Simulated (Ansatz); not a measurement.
Born–Oppenheimer molecular dynamics of a periodic cell of 16 atoms, Au (surface Au(110)). It goes on from the last frame of an earlier run, with new velocities.

Level of theory: Ansatz 0.2.0, DFT LDA, scalar-relativistic, plane waves, PAW. Settings: accuracy low, PAW set soft_1, cutoff 420 eV, k mesh 2x3x1, fermi-dirac smearing 0.1 eV, no spin polarisation.

```json
{
  "ensemble": "NVE (velocity Verlet)",
  "time step": "3 fs",
  "steps asked": "300",
  "starting velocities drawn for": "750 K",
  "atoms held": "1 to 4",
  "seed": "41985"
}
```

Frames 15 fs apart, positions in Å, forces in eV/Å.

Velocities at 150.0 fs (Å/ps):

```
Au 0.00 0.00 0.00
Au 0.00 0.00 0.00
Au 0.00 0.00 0.00
Au 0.00 0.00 0.00
Au -1.25 1.26 0.51
Au 1.25 -2.50 -0.02
Au 1.87 -0.38 0.23
Au 3.02 2.38 0.67
Au 0.91 0.96 1.24
Au -0.06 -2.15 1.82
Au -1.26 -3.32 -1.65
Au -0.71 0.19 3.86
Au 1.13 0.31 -0.90
Au -0.54 1.02 -1.74
Au 2.00 1.48 1.59
Au 1.06 -0.73 1.33
```

```xyz
16
Lattice="8.1600 0.0000 0.0000 0.0000 5.7700 0.0000 0.0000 0.0000 15.3275" Properties=species:S:1:pos:R:3:forces:R:3 time_fs=150.0 energy_less_start_eV=0.235 T=598
Au 2.040 1.442 1.000 -1.04 -0.45 0.21
Au 6.120 1.442 1.000 0.85 -0.54 -0.23
Au 2.040 4.327 1.000 -0.81 0.29 -0.02
Au 6.120 4.327 1.000 0.52 0.38 -0.13
Au 0.009 0.043 2.100 0.23 -0.24 -0.06
Au 4.047 -0.062 2.112 0.22 0.12 0.01
Au -0.040 2.880 2.232 0.25 -0.16 -0.39
Au 4.090 2.825 1.582 -0.21 0.50 0.66
Au 2.372 1.059 4.038 -1.38 -0.05 -0.51
Au 6.104 1.040 3.776 0.38 1.30 0.35
Au 2.047 3.805 3.746 0.62 0.62 0.40
Au 6.333 4.218 3.799 -0.46 -1.95 0.29
Au 0.120 -0.269 4.946 0.85 -0.09 0.17
Au 4.171 -0.491 4.997 0.28 -0.56 0.03
Au 0.224 2.410 5.111 -0.71 0.24 -0.59
Au 4.286 2.569 4.966 0.42 0.58 -0.20
16
Lattice="8.1600 0.0000 0.0000 0.0000 5.7700 0.0000 0.0000 0.0000 15.3275" Properties=species:S:1:pos:R:3:forces:R:3 time_fs=165.0 energy_less_start_eV=0.363 T=516
Au 2.040 1.442 1.000 -0.50 -0.32 0.36
Au 6.120 1.442 1.000 0.88 -0.55 -0.18
Au 2.040 4.327 1.000 -0.79 0.32 -0.02
Au 6.120 4.327 1.000 1.10 0.51 -0.14
Au -0.008 0.060 2.107 0.33 -0.40 -0.08
Au 4.067 -0.098 2.112 -0.02 0.47 0.04
Au -0.011 2.873 2.233 -0.24 -0.06 -0.43
Au 4.133 2.863 1.595 -1.10 -0.04 0.68
Au 2.378 1.073 4.054 -1.39 -0.12 -0.63
Au 6.106 1.015 3.805 0.49 1.52 0.18
Au 2.033 3.760 3.724 0.99 0.97 0.43
Au 6.320 4.210 3.858 -0.14 -2.21 0.04
Au 0.142 -0.265 4.934 0.86 -0.06 0.18
Au 4.164 -0.480 4.971 0.11 -0.78 0.26
Au 0.250 2.433 5.131 -0.94 0.08 -0.48
Au 4.304 2.562 4.985 0.36 0.67 -0.20
16
Lattice="8.1600 0.0000 0.0000 0.0000 5.7700 0.0000 0.0000 0.0000 15.3275" Properties=species:S:1:pos:R:3:forces:R:3 time_fs=180.0 energy_less_start_eV=0.442 T=465
Au 2.040 1.442 1.000 -0.12 -0.28 0.45
Au 6.120 1.442 1.000 0.80 -0.52 -0.12
Au 2.040 4.327 1.000 -0.79 0.38 -0.04
Au 6.120 4.327 1.000 1.66 0.65 -0.21
Au -0.022 0.073 2.113 0.38 -0.54 -0.07
Au 4.086 -0.129 2.113 -0.23 0.83 0.10
Au 0.015 2.866 2.230 -0.64 0.02 -0.49
Au 4.164 2.900 1.616 -1.71 -0.61 0.72
Au 2.369 1.086 4.062 -1.11 -0.21 -0.64
Au 6.112 1.007 3.836 0.63 1.34 0.04
Au 2.029 3.724 3.706 1.28 1.27 0.45
Au 6.306 4.178 3.917 0.28 -1.98 -0.11
Au 0.173 -0.261 4.923 0.65 -0.14 0.14
Au 4.158 -0.476 4.949 -0.10 -0.78 0.38
Au 0.265 2.457 5.147 -1.11 -0.02 -0.38
Au 4.326 2.562 5.001 0.13 0.57 -0.21
16
Lattice="8.1600 0.0000 0.0000 0.0000 5.7700 0.0000 0.0000 0.0000 15.3275" Properties=species:S:1:pos:R:3:forces:R:3 time_fs=195.0 energy_less_start_eV=0.426 T=476
Au 2.040 1.442 1.000 0.11 -0.29 0.48
Au 6.120 1.442 1.000 0.64 -0.44 -0.05
Au 2.040 4.327 1.000 -0.80 0.46 -0.08
Au 6.120 4.327 1.000 2.02 0.70 -0.28
Au -0.032 0.080 2.119 0.38 -0.62 -0.05
Au 4.103 -0.151 2.114 -0.37 1.16 0.17
Au 0.034 2.860 2.221 -0.88 0.10 -0.48
Au 4.176 2.931 1.645 -1.89 -1.10 0.75
Au 2.348 1.097 4.064 -0.62 -0.26 -0.59
Au 6.126 1.013 3.868 0.74 0.87 -0.05
Au 2.038 3.703 3.693 1.37 1.42 0.47
Au 6.295 4.124 3.976 0.72 -1.36 -0.21
Au 0.211 -0.259 4.914 0.26 -0.30 0.09
Au 4.152 -0.481 4.930 -0.25 -0.58 0.36
Au 0.269 2.481 5.158 -1.17 -0.06 -0.35
Au 4.350 2.567 5.016 -0.26 0.30 -0.17
16
Lattice="8.1600 0.0000 0.0000 0.0000 5.7700 0.0000 0.0000 0.0000 15.3275" Properties=species:S:1:pos:R:3:forces:R:3 time_fs=210.0 energy_less_start_eV=0.327 T=539
Au 2.040 1.442 1.000 0.20 -0.35 0.48
Au 6.120 1.442 1.000 0.43 -0.31 0.04
Au 2.040 4.327 1.000 -0.84 0.56 -0.14
Au 6.120 4.327 1.000 2.06 0.61 -0.27
Au -0.037 0.080 2.124 0.36 -0.65 -0.04
Au 4.116 -0.160 2.117 -0.44 1.39 0.21
Au 0.043 2.854 2.207 -0.91 0.18 -0.38
Au 4.168 2.949 1.683 -1.61 -1.38 0.72
Au 2.320 1.104 4.059 -0.07 -0.22 -0.54
Au 6.148 1.029 3.898 0.76 0.33 -0.08
Au 2.063 3.697 3.685 1.20 1.38 0.48
Au 6.292 4.055 4.032 1.12 -0.57 -0.34
Au 0.252 -0.261 4.906 -0.19 -0.51 0.09
Au 4.142 -0.493 4.915 -0.25 -0.29 0.25
Au 0.259 2.504 5.165 -1.04 -0.06 -0.41
Au 4.370 2.576 5.028 -0.77 -0.11 -0.07
16
Lattice="8.1600 0.0000 0.0000 0.0000 5.7700 0.0000 0.0000 0.0000 15.3275" Properties=species:S:1:pos:R:3:forces:R:3 time_fs=225.0 energy_less_start_eV=0.192 T=626
Au 2.040 1.442 1.000 0.18 -0.42 0.44
Au 6.120 1.442 1.000 0.23 -0.18 0.14
Au 2.040 4.327 1.000 -0.88 0.65 -0.20
Au 6.120 4.327 1.000 1.76 0.39 -0.17
Au -0.038 0.073 2.128 0.32 -0.61 -0.05
Au 4.124 -0.154 2.123 -0.42 1.42 0.18
Au 0.043 2.850 2.189 -0.77 0.26 -0.23
Au 4.142 2.953 1.728 -0.98 -1.38 0.64
Au 2.291 1.109 4.049 0.39 -0.05 -0.52
Au 6.178 1.049 3.929 0.66 -0.14 -0.09
Au 2.101 3.707 3.683 0.81 1.15 0.49
Au 6.301 3.980 4.084 1.33 0.25 -0.50
Au 0.291 -0.268 4.899 -0.61 -0.70 0.16
Au 4.130 -0.507 4.903 -0.08 0.01 0.12
Au 0.238 2.527 5.168 -0.70 -0.10 -0.48
Au 4.382 2.584 5.040 -1.26 -0.55 0.06
16
Lattice="8.1600 0.0000 0.0000 0.0000 5.7700 0.0000 0.0000 0.0000 15.3275" Properties=species:S:1:pos:R:3:forces:R:3 time_fs=240.0 energy_less_start_eV=0.073 T=703
Au 2.040 1.442 1.000 0.06 -0.50 0.38
Au 6.120 1.442 1.000 0.07 -0.07 0.22
Au 2.040 4.327 1.000 -0.88 0.72 -0.24
Au 6.120 4.327 1.000 1.27 0.16 0.00
Au -0.036 0.059 2.132 0.28 -0.51 -0.08
Au 4.128 -0.133 2.130 -0.34 1.23 0.10
Au 0.035 2.849 2.168 -0.53 0.30 -0.08
Au 4.106 2.942 1.780 -0.19 -1.15 0.53
Au 2.266 1.114 4.032 0.66 0.18 -0.52
Au 6.215 1.067 3.958 0.46 -0.50 -0.07
Au 2.148 3.729 3.686 0.29 0.82 0.48
Au 6.324 3.908 4.130 1.13 1.01 -0.67
Au 0.323 -0.282 4.894 -0.88 -0.81 0.25
Au 4.117 -0.522 4.892 0.23 0.26 0.05
Au 0.210 2.549 5.166 -0.10 -0.26 -0.46
Au 4.380 2.586 5.052 -1.52 -0.89 0.13
16
Lattice="8.1600 0.0000 0.0000 0.0000 5.7700 0.0000 0.0000 0.0000 15.3275" Properties=species:S:1:pos:R:3:forces:R:3 time_fs=255.0 energy_less_start_eV=0.023 T=735
Au 2.040 1.442 1.000 -0.13 -0.57 0.29
Au 6.120 1.442 1.000 -0.04 -0.02 0.27
Au 2.040 4.327 1.000 -0.81 0.74 -0.26
Au 6.120 4.327 1.000 0.74 0.00 0.17
Au -0.031 0.040 2.135 0.23 -0.36 -0.11
Au 4.127 -0.098 2.139 -0.23 0.90 -0.02
Au 0.020 2.852 2.147 -0.27 0.28 0.02
Au 4.068 2.917 1.839 0.56 -0.79 0.38
Au 2.249 1.121 4.010 0.68 0.34 -0.49
Au 6.257 1.080 3.986 0.16 -0.77 -0.05
Au 2.198 3.760 3.694 -0.31 0.49 0.43
Au 6.360 3.847 4.170 0.31 1.65 -0.83
Au 0.346 -0.306 4.892 -0.93 -0.78 0.31
Au 4.107 -0.534 4.882 0.63 0.48 0.09
Au 0.181 2.567 5.158 0.77 -0.60 -0.25
Au 4.362 2.578 5.066 -1.36 -0.99 0.05
16
Lattice="8.1600 0.0000 0.0000 0.0000 5.7700 0.0000 0.0000 0.0000 15.3275" Properties=species:S:1:pos:R:3:forces:R:3 time_fs=270.0 energy_less_start_eV=0.075 T=702
Au 2.040 1.442 1.000 -0.35 -0.61 0.18
Au 6.120 1.442 1.000 -0.08 0.00 0.30
Au 2.040 4.327 1.000 -0.66 0.68 -0.22
Au 6.120 4.327 1.000 0.27 -0.08 0.32
Au -0.024 0.017 2.137 0.18 -0.17 -0.13
Au 4.125 -0.053 2.147 -0.10 0.50 -0.14
Au 0.002 2.857 2.125 -0.04 0.20 0.07
Au 4.035 2.885 1.901 1.13 -0.42 0.20
Au 2.238 1.131 3.982 0.48 0.34 -0.39
Au 6.301 1.085 4.014 -0.19 -0.95 -0.05
Au 2.244 3.796 3.707 -0.91 0.21 0.33
Au 6.398 3.803 4.200 -0.97 2.14 -1.00
Au 0.358 -0.338 4.893 -0.75 -0.57 0.29
Au 4.104 -0.540 4.873 1.03 0.66 0.22
Au 0.161 2.579 5.148 1.81 -1.06 0.14
Au 4.329 2.560 5.080 -0.85 -0.89 -0.12
16
Lattice="8.1600 0.0000 0.0000 0.0000 5.7700 0.0000 0.0000 0.0000 15.3275" Properties=species:S:1:pos:R:3:forces:R:3 time_fs=285.0 energy_less_start_eV=0.148 T=655
Au 2.040 1.442 1.000 -0.55 -0.59 0.07
Au 6.120 1.442 1.000 -0.06 0.00 0.30
Au 2.040 4.327 1.000 -0.43 0.57 -0.14
Au 6.120 4.327 1.000 -0.11 -0.08 0.42
Au -0.014 -0.008 2.138 0.13 0.02 -0.13
Au 4.121 -0.003 2.154 0.03 0.06 -0.23
Au -0.016 2.865 2.104 0.16 0.09 0.11
Au 4.016 2.848 1.965 1.44 -0.04 0.02
Au 2.233 1.145 3.951 0.16 0.17 -0.25
Au 6.343 1.079 4.041 -0.50 -0.97 -0.05
Au 2.281 3.835 3.723 -1.39 0.00 0.18
Au 6.426 3.784 4.219 -2.03 2.27 -1.08
Au 0.363 -0.376 4.897 -0.45 -0.25 0.25
Au 4.112 -0.539 4.867 1.34 0.80 0.38
Au 0.160 2.579 5.139 2.48 -1.36 0.43
Au 4.287 2.531 5.093 -0.22 -0.68 -0.27
16
Lattice="8.1600 0.0000 0.0000 0.0000 5.7700 0.0000 0.0000 0.0000 15.3275" Properties=species:S:1:pos:R:3:forces:R:3 time_fs=300.0 energy_less_start_eV=0.094 T=690
Au 2.040 1.442 1.000 -0.69 -0.50 -0.03
Au 6.120 1.442 1.000 0.01 -0.03 0.28
Au 2.040 4.327 1.000 -0.16 0.40 -0.04
Au 6.120 4.327 1.000 -0.40 -0.04 0.48
Au -0.003 -0.032 2.137 0.06 0.21 -0.11
Au 4.117 0.048 2.158 0.13 -0.45 -0.28
Au -0.032 2.873 2.085 0.31 -0.04 0.17
Au 4.011 2.810 2.030 1.47 0.39 -0.12
Au 2.230 1.161 3.916 -0.17 -0.10 -0.12
Au 6.379 1.063 4.068 -0.69 -0.77 -0.05
Au 2.302 3.873 3.742 -1.56 -0.11 0.03
Au 6.432 3.788 4.226 -2.17 1.76 -0.88
Au 0.362 -0.417 4.904 -0.16 0.08 0.22
Au 4.135 -0.530 4.865 1.44 0.83 0.48
Au 0.186 2.564 5.135 2.25 -1.20 0.34
Au 4.242 2.496 5.103 0.33 -0.42 -0.35
16
Lattice="8.1600 0.0000 0.0000 0.0000 5.7700 0.0000 0.0000 0.0000 15.3275" Properties=species:S:1:pos:R:3:forces:R:3 time_fs=315.0 energy_less_start_eV=-0.046 T=780
Au 2.040 1.442 1.000 -0.72 -0.35 -0.10
Au 6.120 1.442 1.000 0.13 -0.06 0.23
Au 2.040 4.327 1.000 0.11 0.23 0.06
Au 6.120 4.327 1.000 -0.60 0.03 0.51
Au 0.009 -0.055 2.134 -0.03 0.38 -0.06
Au 4.115 0.093 2.159 0.20 -1.01 -0.30
Au -0.045 2.881 2.067 0.40 -0.16 0.26
Au 4.022 2.776 2.093 1.27 0.88 -0.22
Au 2.225 1.175 3.880 -0.39 -0.41 -0.04
Au 6.408 1.038 4.094 -0.72 -0.40 -0.04
Au 2.307 3.911 3.761 -1.30 -0.15 -0.09
Au 6.415 3.812 4.224 -1.54 0.84 -0.53
Au 0.360 -0.457 4.913 0.00 0.33 0.23
Au 4.173 -0.511 4.867 1.18 0.73 0.45
Au 0.236 2.537 5.134 1.30 -0.70 0.02
Au 4.201 2.455 5.109 0.71 -0.15 -0.37
```

Of the whole run (900 fs, mean temperature of the second half 582 K): The conserved energy stayed within 0.033 meV per atom of its start (net change 0.016 meV per atom), so the integration is sound. A run of 0.9 ps of so small a system gives no equilibrium averages. Limits of this set-up: coarse k mesh, thin slab, slab without dipole correction, PAW files made for another functional, low accuracy level.

The run took 13 min on 4 threads of AMD EPYC 9R45 96-Core Processor (Zen 5), on a shared host, peak memory 2.3 GiB.
